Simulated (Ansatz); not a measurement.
Input of an Ansatz 0.2.0 run:

File input.yaml:

```yaml
crystal:
  lattice:
    - [2.4705617809, 0.0, 0.0]
    - [-1.2352808905, 2.1395692639, 0.0]
    - [0.0, 0.0, 8.0882338]
  atoms:
    - { symbol: Co, position: [0.6666666667, 0.3333333333, 0.75], spin: 2.0 }
    - { symbol: Co, position: [0.0, 0.0, 0.5], spin: 2.0 }
    - { symbol: Co, position: [0.3333333333, 0.6666666667, 0.25], spin: 2.0 }
    - { symbol: Co, position: [0.0, 0.0, 0.0], spin: 2.0 }
hamiltonian:
  xc: lda
  pseudopotentials: { kind: paw }
magnetization:
  spin_polarized: true
kpoints:
  mp_grid: { grid: [9, 9, 3] }
scf:
  occupations: { method: fermi_dirac, width: 0.05 }
phonons:
  method: dfpt
```

Potentials or basis: Ansatz PAW.

Run with:

```console
$ ansatz run input.yaml --threads 2 --pin off --max-ram 5632MiB --backend cpu --events-out ev --progress --plain --runs-dir out
```

Question: What does it give for the highest phonon frequency at Γ?

Answer: 224 cm⁻¹.

Question: Estimate the absolute moment.

Answer: 6.53 μB per cell.

Phonon frequencies in cm⁻¹ (negative: imaginary):
```
              q point                                frequencies
(0.000, 0.000, 0.000)  0 0 0 108 108 112 112 130 130 210 214 224
```
